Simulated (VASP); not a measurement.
From an Ansatz input to VASP: BAs (rocksalt)

Ansatz input

```yaml
crystal:
  lattice:
    - [0.0, 2.3052873175, 2.3052873175]
    - [2.3052873175, 0.0, 2.3052873175]
    - [2.3052873175, 2.3052873175, 0.0]
  atoms:
    - { symbol: B, position: [0.0, 0.0, 0.0] }
    - { symbol: As, position: [0.5, 0.5, 0.5] }
kpoints:
  mp_grid: { grid: [8, 8, 8] }
hamiltonian:
  xc: pbesol
scf:
  occupations: { method: fermi_dirac, width: 0.02 }
relax:
  f_tol: 0.005
  cell: {}
```

Task: Which VASP files do the same job?

Result: 

INCAR

```
GGA = PS
ISIF = 3
SIGMA = 0.02
NSW = 40
NBANDS = 11
LASPH = .TRUE.
EDIFF = 1E-7
LWAVE = .FALSE.
ENCUT = 600
LCHARG = .FALSE.
NELM = 120
LREAL = .FALSE.
PREC = Accurate
IBRION = 2
ISMEAR = -1
EDIFFG = -5E-3
```

KPOINTS

```
KPOINTS created by Atomic Simulation Environment
0
Gamma
8 8 8
0 0 0
```

POSCAR

```
B  As
 1.0000000000000000
     0.0000000000000000    2.3052873175144932    2.3052873175144932
     2.3052873175144932    0.0000000000000000    2.3052873175144932
     2.3052873175144932    2.3052873175144932    0.0000000000000000
 B   As
   1   1
Cartesian
 -0.0000000000000000 -0.0000000000000000  0.0000000000000000
  2.3052873175144932  2.3052873175144932  2.3052873175144932
```

VASP ran with the recommended PBE PAW datasets (8 valence electrons in the cell). Other inputs would serve too.

```csv
,Ansatz,VASP
relaxed cell vector lengths,"3.237, 3.237, 3.237 Å","3.241, 3.241, 3.241 Å"
relaxed cell volume,23.98 Å³,24.08 Å³
```

Datasets and cutoffs are each program's own. VASP's cell holds 8 valence electrons and Ansatz's 18.
